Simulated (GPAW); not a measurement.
WS2 (Tungstenite):

```
CELL_PARAMETERS angstrom
3.18000 0.00000 0.00000
-1.59000 2.75396 0.00000
0.00000 0.00000 12.50000
ATOMIC_POSITIONS crystal
W 0.66667 0.33333 0.75000
W 0.33333 0.66667 0.25000
S 0.66667 0.33333 0.37500
S 0.33333 0.66667 0.87500
S 0.66667 0.33333 0.12500
S 0.33333 0.66667 0.62500
```

Base run:

* Program: GPAW 26.7.0
* Functional: LDA
* Potentials or basis: JTH PAW 2.0, LDA
* Cutoff: 600 eV
* Basis: pw
* k mesh: 6 × 6 × 2
* Occupations: fermi-dirac, width 0.05 eV
* Spin: no spin polarisation

Its results: band gap on the k mesh 0.98 eV, indirect (least direct gap 1.72 eV); pressure -6.1 GPa; largest force 0.397 eV/Å.

Question: The run is repeated on the same cell with these changes: functional from LDA to PBE; potentials or basis from JTH PAW 2.0, LDA to PAW data sets generated in the run's folder for this functional. What comes out?

Answer: Band gap on the k mesh 1.05 eV, indirect (least direct gap 1.73 eV); pressure 2.3 GPa; largest force 0.152 eV/Å.

Caveats: spin-orbit coupling is left out, which moves the levels of the heavy elements; the program truncates these outside data sets (some runs); this functional lacks dispersion, which binds the layers, so the pressure and a relaxed spacing across them are unreliable (some runs).
